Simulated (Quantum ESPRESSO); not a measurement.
Runs of Quantum ESPRESSO 7.5 on TiPt3. It takes space group Pm-3m (No. 221, cubic). The conventional cell has a = 3.897 Å, b = 3.897 Å, c = 3.897 Å, α = 90.00°, β = 90.00°, γ = 90.00°. Pt (site symmetry 4/mmm) is surrounded by 8 Pt at 2.76 Å and 4 Ti at 2.76 Å. Ti (site symmetry m-3m) has 12 Pt at 2.76 Å as nearest neighbours. 

```tsv
task	level	potentials or basis	cell	form of the LDA correlation	gap on the mesh (eV)	pressure (GPa)	V0 of scaled cells (Å³/atom)	B0 (GPa)
equation of state	LDA	GBRV 1.5 LDA	as given	PZ81	-	-	14.51	(a)
single point	PBEsol	GBRV 1.5 PBEsol	atoms moved at random, drawn with an rms of 0.05 Å	-	none	0.6	-	-
single point	PBEsol	GBRV 1.5 PBEsol	as given	-	none	-0.4	-	-
equation of state	PBEsol	GBRV 1.5 PBEsol	as given	-	-	-	14.80	267
band structure	PBEsol	GBRV 1.5 PBEsol	as given	-	none	-0.4	-	-
```

Alike in all rows: no spin polarisation; k mesh 7 × 7 × 7; cutoff (eV) 612; smearing fermi-dirac 0.05 eV.

Task: Estimate the missing entries.

Result: (a) 284.

Caveats: spin-orbit coupling is left out, which moves the levels of the heavy elements (some runs).

A k mesh can miss the band edges, and the runs leave out spin-orbit coupling on Pt.

A gap of «none» marks a metal or a gap under the smearing width.
